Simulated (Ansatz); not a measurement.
# MgTe: the cost of one run

Program: Ansatz 0.2.0 through its Python package. Level of theory: DFT PBE, plane waves, PAW. These are calculated values, not measurements.

## 1. The system

It takes space group P6_3mc (No. 186, hexagonal). Conventional cell: a = 4.520 Å, b = 4.520 Å, c = 7.330 Å, α = 90.00°, β = 90.00°, γ = 120.00°. Mg (site symmetry 3m) is surrounded by 4 Te at 2.74 to 2.82 Å. Te (site symmetry 3m) is surrounded by 4 Mg at 2.74 to 2.82 Å.

The script holds or builds the structure itself.

## 2. The code

ecut_mgte.py

```python
# -*- coding: utf-8 -*-
'''Convergence of MgTe with the plane-wave cutoff.'''

import csv

import ansatz
from ase import Atoms


def main():
    atoms = Atoms(
        ['Mg', 'Mg', 'Te', 'Te'],
        scaled_positions=[
            (1 / 3, 2 / 3, 0.0),
            (2 / 3, 1 / 3, 0.5),
            (1 / 3, 2 / 3, 0.385),
            (2 / 3, 1 / 3, 0.885),
        ],
        cell=[
            (4.52, 0.0, 0.0),
            (-2.26, 3.914435, 0.0),
            (0.0, 0.0, 7.33),
        ],
        pbc=True,
    )
    structure = ansatz.Crystal.from_ase(atoms)

    setup = (
        structure.calculation()
        .functional('PBE')
        .kpoints(6, 6, 4)
        .occupations(ansatz.OccupationsMethod.FIXED)
        .band_table()
    )

    rows = []
    for value in [300, 400, 500, 600]:
        rep = setup.basis(value).run(threads=1).report
        rows.append((value, rep['free_energy_ev'] / len(rep['lattice']['sites']), rep['n_iterations'], rep['gap_by_band_count_ev'], rep['n_pw']))

    with open('ecut.csv', 'w', newline='') as handle:
        writer = csv.writer(handle)
        writer.writerow(['cutoff (eV)', 'F/atom (eV)', 'iterations', 'gap by band count (eV)', 'plane waves'])
        writer.writerows([round(v, 5) if isinstance(v, float) else v for v in row] for row in rows)

    # the last row is the reference
    for row in rows[:-1]:
        shift = 1000 * (row[1] - rows[-1][1])
        print(f'{row[0]}: {shift:+.2f} meV/atom' + ('  (within 1 meV)' if abs(shift) < 1 else ''))


if __name__ == '__main__':
    main()
```

## 3. The input behind the calls

The package turns the script's settings into the engine's input (first run):

```yaml
crystal:
  lattice:
    - [4.52, 0.0, 0.0]
    - [-2.26, 3.914435, 0.0]
    - [0.0, 0.0, 7.33]
  atoms:
    - { symbol: Mg, position: [0.3333333333333333, 0.6666666666666666, 0.0] }
    - { symbol: Mg, position: [0.6666666666666665, 0.3333333333333333, 0.5] }
    - { symbol: Te, position: [0.3333333333333333, 0.6666666666666666, 0.385] }
    - { symbol: Te, position: [0.6666666666666665, 0.3333333333333333, 0.885] }
basis:
  ecutwfc: 300.0
kpoints:
  mp_grid:
    grid: [6, 6, 4]
hamiltonian:
  xc: pbe
scf:
  occupations:
    method: fixed
output:
  eigenvalues: true
```

## 4. The run

Command:

```bash
python ecut_mgte.py
```

Q: Estimate wall time and peak memory on 1 thread of Intel Xeon Platinum 8259CL at 2.50GHz (Skylake/Cascade Lake), shared host.

About 37 s, with a peak of 0.51 GiB.
